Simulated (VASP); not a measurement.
# SnTe (Fm-3m) in VASP: settings compared, part 3 of 3

VASP 6.6.1.

**5. Density of states, PBE**

This run uses another cell than the first one: it holds 2 atoms, not 8.

The input, POSCAR:

```
SnTe
1.0
    0.0000000000      3.1508500000      3.1508500000
    3.1508500000      0.0000000000      3.1508500000
    3.1508500000      3.1508500000      0.0000000000
Te Sn
1 1
Direct
    0.5000000000      0.5000000000      0.5000000000
    0.0000000000      0.0000000000      0.0000000000
```

The input, INCAR.step1:

```
SYSTEM = SnTe
PREC = Accurate ; ENCUT = 520
EDIFF = 1E-6 ; ISMEAR = 0
SIGMA = 0.02 ; LREAL = .False.
LASPH = .True. ; NELM = 100
ALGO = Normal ; ISIF = 2
LWAVE = .False. ; LCHARG = .True.
GGA = PE ; NBANDS = 17
```

The input, KPOINTS.step1:

```
regular mesh
0
Gamma
  7 7 7
  0 0 0
```

The input, INCAR.step2:

```
SYSTEM = SnTe
PREC = Accurate ; ENCUT = 520
EDIFF = 1E-6 ; ISMEAR = -5
SIGMA = 0.02 ; LREAL = .False.
LASPH = .True. ; NELM = 100
ALGO = Normal ; ISIF = 2
LWAVE = .False. ; LCHARG = .False.
GGA = PE ; LORBIT = 10
NBANDS = 17 ; NEDOS = 1001
ICHARG = 11
```

The input, KPOINTS.step2:

```
regular mesh
0
Gamma
  11 11 11
  0 0 0
```

Potentials or basis: VASP PAW PBE potentials, release 64 (Te, Sn_d).

Run with:

```console
> cat potpaw_PBE.64/Te/POTCAR potpaw_PBE.64/Sn_d/POTCAR > POTCAR
> cp INCAR.step1 INCAR
> cp KPOINTS.step1 KPOINTS
> mpirun -np 1 vasp_std > vasp.out
> cp INCAR.step2 INCAR
> cp KPOINTS.step2 KPOINTS
> mpirun -np 1 vasp_std > vasp.out
```

OUTCAR:

```text
SYSTEM = SnTe
   PREC = Accurate
   ENCUT = 520
   EDIFF = 1E-6
   ISMEAR = -5
   LREAL = .False.
   LASPH = .True.
   NELM = 100
   ISIF = 2
   GGA = PE
   LORBIT = 10
   ICHARG = 11

 ion  position               nearest neighbor table
   1  0.500  0.500  0.500-   2 3.15   2 3.15   2 3.15   2 3.15   2 3.15   2 3.15
   2  0.000  0.000  0.000-   1 3.15   1 3.15   1 3.15   1 3.15   1 3.15   1 3.15

  LATTYP: Found a face centered cubic cell.
 ALAT       =     6.3017000000

  Lattice vectors:

 A1 = (   0.0000000000,   3.1508500000,   3.1508500000)
 A2 = (   3.1508500000,   0.0000000000,   3.1508500000)
 A3 = (   3.1508500000,   3.1508500000,   0.0000000000)

Analysis of symmetry for initial positions (statically):
=====================================================================
 Subroutine PRICEL returns:
 Original cell was already a primitive cell.

 Routine SETGRP: Setting up the symmetry group for a
 face centered cubic supercell.

 Subroutine GETGRP returns: Found 48 space group operations
 (whereof 48 operations were pure point group operations)
 out of a pool of 48 trial point group operations.

The static configuration has the point symmetry O_h .

Analysis of symmetry for dynamics (positions and initial velocities):
=====================================================================
 Subroutine PRICEL returns:
 Original cell was already a primitive cell.

 Routine SETGRP: Setting up the symmetry group for a
 face centered cubic supercell.

 Subroutine GETGRP returns: Found 48 space group operations
 (whereof 48 operations were pure point group operations)
 out of a pool of 48 trial point group operations.

The dynamic configuration has the point symmetry O_h .

 Subroutine INISYM returns: Found 48 space group operations
 (whereof 48 operations are pure point group operations),
 and found     1 'primitive' translations

----------------------------------------------------------------------------------------

                                     Primitive cell

  volume of cell :      62.5624

  direct lattice vectors                    reciprocal lattice vectors
     0.000000000  3.150850000  3.150850000    -0.158687338  0.158687338  0.158687338
     3.150850000  0.000000000  3.150850000     0.158687338 -0.158687338  0.158687338
     3.150850000  3.150850000  0.000000000     0.158687338  0.158687338 -0.158687338

  length of vectors
     4.455974803  4.455974803  4.455974803     0.274854533  0.274854533  0.274854533

  position of ions in fractional coordinates (direct lattice)
     0.500000000  0.500000000  0.500000000
     0.000000000  0.000000000  0.000000000

  ion indices of the primitive-cell ions
   primitive index   ion index
                 1           1
                 2           2

----------------------------------------------------------------------------------------

 KPOINTS: regular mesh

Automatic generation of k-mesh.
 Grid dimensions read from file:
 generate k-points for:   11   11   11

[... 23 lines left out ...]
  0.090909  0.000000  0.000000      8.000000
  0.181818  0.000000  0.000000      8.000000
  0.272727  0.000000  0.000000      8.000000
  0.363636  0.000000  0.000000      8.000000
  0.454545  0.000000  0.000000      8.000000
[... 16 lines left out ...]
 -0.272727  0.181818  0.000000     24.000000
 -0.181818  0.181818  0.000000     12.000000
 [... further k-points ...]
   k-points           NKPTS =     56   k-points in BZ     NKDIM =     56   number of bands    NBANDS=     17
   number of dos      NEDOS =   1001   number of ions     NIONS =      2
   total plane-waves  NPLWV =  46656
   dimension x,y,z NGX =    36 NGY =   36 NGZ =   36
   dimension x,y,z NGXF=    72 NGYF=   72 NGZF=   72
   ions per type =               1   1
   NGX,Y,Z   is equivalent  to a cutoff of  13.43, 13.43, 13.43 a.u.
   NGXF,Y,Z  is equivalent  to a cutoff of  26.86, 26.86, 26.86 a.u.
 SYSTEM =  SnTe
   PREC   = accura    normal or accurate (medium, high low for compatibility)
   ISTART =      0    job   : 0-new  1-cont  2-samecut
   ICHARG =     11    charge: 1-file 2-atom 10-const
   ISPIN  =      1    spin polarized calculation?
   LNONCOLLINEAR =      F non collinear calculations
   LSORBIT =      F    spin-orbit coupling
   LASPH  =      T    aspherical Exc in radial PAW
   ENCUT  =  520.0 eV  38.22 Ry    6.18 a.u.   8.29  8.29  8.29*2*pi/ulx,y,z
   NELM   =    100;   NELMIN=  2; NELMDL=  0     # of ELM steps
   EDIFF  = 0.1E-05   stopping-criterion for ELM
   LREAL  =      F    real-space projection
   EDIFFG = 0.1E-04   stopping-criterion for IOM
   NSW    =      0    number of steps for IOM
   IBRION =     -1    ionic relax: 0-MD 1-quasi-New 2-CG
   NFREE  =      0    steps in history (QN), initial steepest desc. (CG)
   ISIF   =      2    stress and relaxation
   ISYM   =      2    0-nonsym 1-usesym 2-fastsym
   POTIM  = 0.5000    time-step for ionic-motion
   TEBEG  =    0.0;   TEEND  =   0.0 temperature during run
   PSTRESS=    0.0 pullay stress
   NELECT =      20.0000    total number of electrons
   NUPDOWN=      -1.0000    fix difference up-down
   EMIN   =  10.00;   EMAX   =-10.00  energy-range for DOS
   EFERMI =   0.00;   METHOD = LEGACY
   ISMEAR =    -5;   SIGMA  =   0.02  broadening in eV -4-tet -1-fermi 0-gaus
   EFERMI_NEDOS =   21; number of points for ismear=-14 and -15
   IALGO  =     38    algorithm
   IMIX   =      4    mixing-type and parameters
     AMIX     =   0.40;   BMIX     =  1.00
     AMIX_MAG =   1.60;   BMIX_MAG =  1.00
  volume/ion in A,a.u.               =      31.28       211.10
  Fermi-wavevector in a.u.,A,eV,Ry     =   1.119387  2.115336 17.048485  1.253028
  Thomas-Fermi vector in A             =   2.256026
   LORBIT       =     10    0 simple, 1 ext, 2 COOP (PROOUT), +10 PAW based schemes
   GGA     = PE    functional components
   LHFCALC =     F    Hartree Fock is set to
   AEXX    =    0.0000 exact exchange contribution
   IVDW    =     0    specifies the selected vdW correction
   LEPSILON=     F    determine dielectric tensor
   LRPA    =     F    only Hartree local field effects (RPA)
 non-spin polarized calculation
 Fermi weights with tetrahedron method with Bloechl corrections
  energy-cutoff  :      520.00
  volume of cell :       62.56
 maximum number of plane-waves:      1709
 NGX is ok and might be reduce to    36

 number of electron      19.9999998 magnetization

 Free energy of the ion-electron system (eV)
  ---------------------------------------------------
  ext. energy  EPLUGINS =         0.00000000
  ---------------------------------------------------
  free energy    TOTEN  =        -7.54333249 eV

  energy without entropy =       -7.54333249  energy(sigma->0) =       -7.54333249

 E-fermi :   6.8496     XC(G=0):  -9.4968

 val. band max:        6.8150341857   @ k =   0.4545   0.0000   0.0000
 cond. band min:       7.2396455743   @ k =   0.4545   0.0000   0.0000
 fundamental gap:      0.4246113887
 Fermi energy:         6.8496270164

 k-point     1 :       0.0000    0.0000    0.0000
  band No.  band energies     occupation
      1     -14.9470      2.00000
      2     -14.9470      2.00000
      3     -14.9387      2.00000
      4     -14.9387      2.00000
      5     -14.9387      2.00000
      6      -5.8512      2.00000
[... 457 lines left out ...]
      4     -14.9354      2.00000
      5     -14.9339      2.00000
      6      -5.1610      2.00000
[... 9 lines left out ...]
     16      14.8193      0.00000
     17      14.9600      0.00000

 [... further k-points ...]

------------------------ aborting loop because EDIFF is reached ----------------------------------------

  FORCE on cell =-STRESS in cart. coord.  units (eV):
  Direction    XX          YY          ZZ          XY          YZ          ZX
  --------------------------------------------------------------------------------------
  -------------------------------------------------------------------------------------
  Total        0.9333295      0.9333295      0.9333295      0.0000000      0.0000000     -0.0000000
  in kB       23.9018980     23.9018980     23.9018980      0.0000000      0.0000000     -0.0000000
  external PRESSURE =      23.9018980 kB  Pullay stress =       0.0000000 kB

 VOLUME and BASIS-vectors are now :
 -----------------------------------------------------------------------------
  energy-cutoff  :      520.00
  volume of cell :       62.56
      direct lattice vectors                 reciprocal lattice vectors
     0.000000000  3.150850000  3.150850000    -0.158687338  0.158687338  0.158687338
     3.150850000  0.000000000  3.150850000     0.158687338 -0.158687338  0.158687338
     3.150850000  3.150850000  0.000000000     0.158687338  0.158687338 -0.158687338

 POSITION                                       TOTAL-FORCE (eV/Angst)
 -----------------------------------------------------------------------------------
      3.15085      3.15085      3.15085        -0.000000      0.000000     -0.000000
      0.00000      0.00000      0.00000         0.000000     -0.000000      0.000000
 -----------------------------------------------------------------------------------
    total drift:                               -0.000000      0.000000      0.000000

  FREE ENERGIE OF THE ION-ELECTRON SYSTEM (eV)
  ---------------------------------------------------
  free  energy   TOTEN  =        -7.5433324928 eV

  energy  without entropy=       -7.5433324928  energy(sigma->0) =       -7.54333249

 total charge

# of ion       s       p       d       tot
------------------------------------------
    1        1.382   1.971   0.030   3.384
    2        1.370   0.736   9.985  12.091
--------------------------------------------------
tot          2.752   2.707  10.015  15.475
```

Run time: 25 s. Hardware: 1 thread of Intel Xeon 6975P-C (Granite Rapids), shared host; peak memory 0.22 GiB.

What came out:

* Valence electrons inside the program's atomic spheres: Te 3.38; Sn 12.09

Levels at points of the mesh, in eV from the Fermi level:
```tsv
k point	band 8	band 9	band 10	band 11	band 12	band 13
(0.00, 0.00, 0.00)	-2.04	-2.04	-2.04	3.46	3.46	3.46
```

States per cell in windows of 0.5 eV (zero at the Fermi level; states under -8 eV left out):
| from (eV) | total | Te1_p | Sn2_p | Sn2_s | Te1_d | Sn2_d | Te1_s |
| --- | --- | --- | --- | --- | --- | --- | --- |
| -8.0 | 0.63 | 0.05 | 0.00 | 0.31 | 0.00 | 0.00 | 0.02 |
| -7.5 | 0.72 | 0.05 | 0.00 | 0.36 | 0.00 | 0.00 | 0.04 |
| -7.0 | 0.38 | 0.02 | 0.00 | 0.19 | 0.00 | 0.00 | 0.04 |
| -6.5 | 0.11 | 0.01 | 0.00 | 0.05 | 0.00 | 0.00 | 0.02 |
| -6.0 | 0.06 | 0.00 | 0.00 | 0.03 | 0.00 | 0.00 | 0.01 |
| -5.5 | 0.14 | 0.03 | 0.02 | 0.02 | 0.00 | 0.00 | 0.01 |
| -5.0 | 0.32 | 0.08 | 0.05 | 0.01 | 0.00 | 0.00 | 0.00 |
| -4.5 | 0.44 | 0.11 | 0.06 | 0.01 | 0.00 | 0.00 | 0.00 |
| -4.0 | 0.71 | 0.20 | 0.10 | 0.01 | 0.00 | 0.00 | 0.00 |
| -3.5 | 0.85 | 0.25 | 0.12 | 0.02 | 0.00 | 0.01 | 0.00 |
| -3.0 | 0.85 | 0.27 | 0.10 | 0.02 | 0.00 | 0.01 | 0.01 |
| -2.5 | 0.83 | 0.29 | 0.09 | 0.03 | 0.00 | 0.01 | 0.01 |
| -2.0 | 0.66 | 0.23 | 0.06 | 0.04 | 0.00 | 0.01 | 0.01 |
| -1.5 | 0.56 | 0.17 | 0.05 | 0.07 | 0.00 | 0.01 | 0.01 |
| -1.0 | 0.61 | 0.18 | 0.05 | 0.10 | 0.00 | 0.01 | 0.01 |
| -0.5 | 0.08 | 0.02 | 0.01 | 0.01 | 0.00 | 0.00 | 0.00 |
| 0.0 | 0.01 | 0.00 | 0.00 | 0.00 | 0.00 | 0.00 | 0.00 |
| 0.5 | 0.63 | 0.04 | 0.22 | 0.01 | 0.02 | 0.00 | 0.03 |
| 1.0 | 0.80 | 0.07 | 0.29 | 0.01 | 0.02 | 0.01 | 0.03 |
| 1.5 | 0.62 | 0.08 | 0.20 | 0.01 | 0.02 | 0.01 | 0.02 |
| 2.0 | 0.58 | 0.09 | 0.16 | 0.02 | 0.02 | 0.01 | 0.01 |
| 2.5 | 0.80 | 0.11 | 0.17 | 0.02 | 0.03 | 0.02 | 0.01 |
| 3.0 | 0.89 | 0.16 | 0.21 | 0.02 | 0.03 | 0.02 | 0.01 |
| 3.5 | 0.72 | 0.14 | 0.14 | 0.01 | 0.03 | 0.02 | 0.00 |
| 4.0 | 0.71 | 0.13 | 0.16 | 0.01 | 0.03 | 0.02 | 0.00 |
| 4.5 | 0.87 | 0.13 | 0.19 | 0.01 | 0.03 | 0.03 | 0.01 |
| 5.0 | 0.63 | 0.09 | 0.12 | 0.00 | 0.03 | 0.03 | 0.00 |
| 5.5 | 0.70 | 0.08 | 0.11 | 0.00 | 0.04 | 0.04 | 0.00 |
| 6.0 | 0.39 | 0.02 | 0.03 | 0.00 | 0.03 | 0.03 | 0.00 |
| 6.5 | 0.47 | 0.01 | 0.04 | 0.00 | 0.04 | 0.04 | 0.00 |
| 7.0 | 0.57 | 0.01 | 0.04 | 0.00 | 0.06 | 0.05 | 0.00 |
| 7.5 | 0.65 | 0.02 | 0.04 | 0.00 | 0.08 | 0.06 | 0.00 |

Caveat: this odd mesh misses L, where the gap lies, so gap, dielectric constants and Born charges aren't listed. Spin-orbit coupling is left out, which matters for the levels of Te.

**6. Electric field gradients, PBE**

This run uses another cell than the first one: it holds 2 atoms, not 8.

The input, INCAR:

```
SYSTEM = SnTe
PREC     = Accurate       ! precision mode
ENCUT    = 520            ! plane-wave cutoff, eV
EDIFF    = 1E-8           ! SCF threshold, eV
ISMEAR   = 0              ! smearing method
SIGMA    = 0.02           ! smearing width, eV
LREAL    = .False.        ! projectors in reciprocal space
LASPH    = .True.         ! aspherical terms in the spheres
NELM     = 80             ! most SCF steps
ALGO     = Normal         ! electronic algorithm
ISIF     = 2              ! what is computed and relaxed
LWAVE    = .False.        ! write WAVECAR
LCHARG   = .False.        ! write CHGCAR
GGA      = PE             ! functional
LEFG     = .True.
```

The input, KPOINTS:

```
Automatic mesh
0
Gamma
  7 7 7
  0 0 0
```

POSCAR is that of step 5.

Potentials or basis: VASP PAW PBE potentials, release 64 (Te, Sn_d).

Run with:

```console
> cat potpaw_PBE.64/Te/POTCAR potpaw_PBE.64/Sn_d/POTCAR > POTCAR
> mpirun -np 1 vasp_std > vasp.out
```

OUTCAR:

```text
SYSTEM = SnTe
   PREC = Accurate
   ENCUT = 520
   EDIFF = 1E-8
   ISMEAR = 0
   LREAL = .False.
   LASPH = .True.
   NELM = 80
   ISIF = 2
   GGA = PE

 ion  position               nearest neighbor table
   1  0.500  0.500  0.500-   2 3.15   2 3.15   2 3.15   2 3.15   2 3.15   2 3.15
   2  0.000  0.000  0.000-   1 3.15   1 3.15   1 3.15   1 3.15   1 3.15   1 3.15

  LATTYP: Found a face centered cubic cell.
 ALAT       =     6.3017000000

  Lattice vectors:

 A1 = (   0.0000000000,   3.1508500000,   3.1508500000)
 A2 = (   3.1508500000,   0.0000000000,   3.1508500000)
 A3 = (   3.1508500000,   3.1508500000,   0.0000000000)

Analysis of symmetry for initial positions (statically):
[... 545 lines left out ...]
  free  energy   TOTEN  =        -7.5472813191 eV

  energy  without entropy=       -7.5472813191  energy(sigma->0) =       -7.54728132

 Electric field gradients (V/A^2)
---------------------------------------------------------------------
 ion       V_xx      V_yy      V_zz      V_xy      V_xz      V_yz
---------------------------------------------------------------------
   1      -0.000     0.000    -0.000     0.000     0.000     0.000
   2       0.000    -0.000    -0.000    -0.002    -0.002    -0.002
---------------------------------------------------------------------

 Electric field gradients after diagonalization (V/A^2)
 (convention: |V_zz| > |V_xx| > |V_yy|)
----------------------------------------------------------------------
 ion       V_xx      V_yy      V_zz     asymmetry (V_yy - V_xx)/ V_zz
----------------------------------------------------------------------
   1      -0.000    -0.000     0.000       0.000
   2       0.002     0.002    -0.004       0.000
----------------------------------------------------------------------

           NMR quadrupolar parameters

 Cq : quadrupolar parameter    Cq=e*Q*V_zz/h
 eta: asymmetry parameters     (V_yy - V_xx)/ V_zz
 Q  : nuclear electric quadrupole moment in mb (millibarn)
----------------------------------------------------------------------
 ion       Cq(MHz)       eta       Q (mb)
----------------------------------------------------------------------
   1       0.000       0.000       1.000
   2      -0.000       0.000       1.000
----------------------------------------------------------------------
```

stdout:

```text
POSCAR found type information on POSCAR TeSn
 POSCAR found :  2 types and       2 ions
 scaLAPACK will be used
 LDA part: xc-table for (Slater+PW92), standard interpolation
 POSCAR, INCAR and KPOINTS ok, starting setup
 FFT: planning ... GRIDC
 FFT: planning ... GRID_SOFT
 FFT: planning ... GRID
 WAVECAR not read
 entering main loop
ion   1

ion   2
```

Wall time 11 s (1 thread of Intel Xeon 6975P-C (Granite Rapids), shared host); peak memory 0.21 GiB.

Results:

- Free energy: -7.5473 eV
- Pressure: 2.2 GPa

Electric field gradients, principal values (V/Å²):
| atom | Vxx | Vyy | Vzz |
| --- | --- | --- | --- |
| 1 Te | 0.000 | 0.000 | 0.000 |
| 2 Sn | 0.002 | 0.002 | -0.004 |

Caveat: this odd mesh misses L, where the gap lies, so gap, dielectric constants and Born charges aren't listed. The run has no spin-orbit coupling, so splittings on Te are missing.

**7. For comparison**

An earlier run on the cell as given: functional PBE; potentials or basis VASP PAW PBE potentials, release 64 (Te, Sn_d); cutoff 520 eV; k mesh 7 × 7 × 7; occupations fermi-dirac, width 0.05 eV; no spin polarisation.

* Pressure: 2.2 GPa

**8. Overview**

| task | level | potentials or basis | k mesh | cutoff (eV) | smearing | k mesh for the DOS | occupations for the DOS | pressure (GPa) |
| --- | --- | --- | --- | --- | --- | --- | --- | --- |
| density of states | PBE+D2 | VASP PAW PBE potentials, release 64 (Te, Sn) | 4 × 4 × 4 | 500 | tetrahedron 0.05 eV | 6 × 6 × 6 | - | - |
| Born charges | PBE | VASP PAW PBE potentials, release 64 (Te, Sn_d) | 7 × 7 × 7 | 520 | gaussian 0.02 eV | - | - | - |
| optical spectrum | PBE | VASP PAW PBE potentials, release 64 (Te, Sn_d) | 7 × 7 × 7 | 520 | gaussian 0.02 eV | - | - | 2.2 |
| density of states | PBE | VASP PAW PBE potentials, release 64 (Te, Sn_d) | 7 × 7 × 7 | 520 | gaussian 0.02 eV | 11 × 11 × 11 | tetrahedron | - |
| electric field gradients | PBE | VASP PAW PBE potentials, release 64 (Te, Sn_d) | 7 × 7 × 7 | 520 | gaussian 0.02 eV | - | - | 2.2 |
| single point | PBE | VASP PAW PBE potentials, release 64 (Te, Sn_d) | 7 × 7 × 7 | 520 | fermi-dirac 0.05 eV | - | - | 2.2 |

Alike in all rows: no spin polarisation; cell as given.

Caveats: the gap is small at this level, which inflates the dielectric constant (some runs); spectra need much finer meshes, so this one isn't converged (some runs); independent-particle spectra lack excitons (some runs).

Total energies depend on the potentials used, so only differences within one code and one set of settings carry meaning.
